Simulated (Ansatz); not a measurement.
# Si3N4: the band gap up the ladder of functionals

The task here is to estimate one member of a computed series from the others.

Code: Ansatz 0.2.0. PAW datasets, plane waves. (Simulation; spin polarisation is off.)

### The structure to begin with

The cell was relaxed beforehand with r2SCAN.

It is cubic, I-43d (No. 220); a = 6.443 Å in the conventional setting, 9.55 Å³ an atom. Si has 4 N at 1.74 Å; N has 3 Si at 1.74 Å.

The structure in full:

```cif
data_structure
_symmetry_space_group_name_H-M 'I-43d'
_symmetry_Int_Tables_number 220
_cell_length_a 6.4428
_cell_length_b 6.4428
_cell_length_c 6.4428
_cell_angle_alpha 90.000
_cell_angle_beta 90.000
_cell_angle_gamma 90.000
_cell_volume 267.43
loop_
_atom_site_label
_atom_site_type_symbol
_atom_site_symmetry_multiplicity
_atom_site_Wyckoff_symbol
_atom_site_fract_x
_atom_site_fract_y
_atom_site_fract_z
_atom_site_occupancy
Si1 Si 12 a 0.25000 0.37500 0.00000 1
N1 N 16 c 0.78125 0.28125 0.21875 1
```

Set-up of the first run:

Input file input.yaml:

```yaml
crystal:
  lattice:
    - [-3.2213760741, 3.2213760741, 3.2213760741]
    - [3.2213760741, -3.2213760741, 3.2213760741]
    - [3.2213760741, 3.2213760741, -3.2213760741]
  atoms:
    - { symbol: Si, position: [0.375, 0.25, 0.625] }
    - { symbol: Si, position: [0.625, 0.375, 0.25] }
    - { symbol: Si, position: [0.875, 0.125, 0.75] }
    - { symbol: Si, position: [0.25, 0.625, 0.375] }
    - { symbol: Si, position: [0.75, 0.875, 0.125] }
    - { symbol: Si, position: [0.125, 0.75, 0.875] }
    - { symbol: "N", position: [0.5, 0.0, 0.0625071014] }
    - { symbol: "N", position: [0.5625071014, 0.5, 0.0] }
    - { symbol: "N", position: [0.9374928986, 0.9374928986, 0.9374928986] }
    - { symbol: "N", position: [0.0, 0.5625071014, 0.5] }
    - { symbol: "N", position: [0.4374928986, 0.4374928986, 0.4374928986] }
    - { symbol: "N", position: [0.0, 0.0625071014, 0.5] }
    - { symbol: "N", position: [0.5, 0.0, 0.5625071014] }
    - { symbol: "N", position: [0.0625071014, 0.5, 0.0] }
kpoints:
  mp_grid: { grid: [6, 6, 6] }
  band_path:
    path:
      - [[0.0, 0.0, 0.0], [0.5, -0.5, 0.5], [-1.742870756964e-17, 1.742870756964e-17, 0.5], [0.0, 0.0, 0.0], [0.25, 0.25, 0.25], [0.5, -0.5, 0.5]]
      - [[0.25, 0.25, 0.25], [-1.742870756964e-17, 1.742870756964e-17, 0.5]]
    npoints: 10
hamiltonian:
  xc: pbe
scf:
  occupations: { method: fermi_dirac, width: 0.02 }
  n_extra_bands: 7
output:
  forces: true
  stress: true
  eigenvalues: true
```

Among the steps run: PBE bands along the symmetry lines; r2SCAN; HSE06 at the same geometry; PBE0.

One of the session's tables, all rows but one given; the rest of the session is left out.

| level | gap (eV) |
| --- | --- |
| PBE | ? |
| r2SCAN | 4.74 |
| HSE06 | 5.52 |
| PBE0 | 6.28 |

Estimate the missing values for PBE.

As computed: gap (eV): 4.12. In the column «gap (eV)» it is the lowest.

Meshes: PBE 6×6×6, r2SCAN 6×6×6, HSE06 4×4×4, PBE0 4×4×4

In words: The gap runs from 4.12 eV (PBE) to 6.28 eV (PBE0). Against HSE06, PBE is short by 1.40 eV, at 75 % of it, and r2SCAN 86 %. PBE0 lies 0.76 eV above HSE06, which differs from it by screening the long-range exchange.

Limits of these values: Warnings in the runs' records: stress scf threshold loose, stress exchange threshold loose.
